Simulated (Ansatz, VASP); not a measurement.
**HfH4: VASP beside Ansatz**

```
Hf H
1.0
     6.58632    0.00000    0.00000
     0.00000    6.58632    0.00000
     0.00000    0.00000   28.05924
Hf H
1 4
Direct
  0.50000 0.50000 0.28511
  0.27242 0.50000 0.32287
  0.72758 0.50000 0.32287
  0.50000 0.72758 0.24735
  0.50000 0.27242 0.24735
```

The cell was built by a generator and needn't be a form met in nature.

Alike in both runs: task single point; functional PBE; k mesh 4 × 4 × 1; occupations fermi-dirac, width 0.05 eV; no spin polarisation.

|  | VASP | Ansatz |
| --- | --- | --- |
| version | VASP 6.6.1 | Ansatz 0.2.0 |
| potentials or method | VASP PAW PBE potentials, release 64 (Hf_pv, H), cutoff 520 eV | all-electron LAPW, scalar-relativistic |

VASP gave:

```
gap on the k mesh at the Fermi level (eV) : 3.88
least direct gap on the mesh (eV)         : 3.88
rms of the force components (eV/Å)        : 0.008
```

Q: What did Ansatz give for the same quantities?

A: gap on the k mesh at the Fermi level (eV): 3.89; least direct gap on the mesh (eV): 3.89; rms of the force components (eV/Å): 0.002.

Atom by atom the forces differ by 0.009 eV/Å (rms over components). Ansatz ran all-electron here, so the differences hold the error of VASP's frozen core and of both bases.

Caveats: spin-orbit coupling is left out, which moves the levels of the heavy elements. PBE gaps usually lie below the measured ones, often by a third to a half.
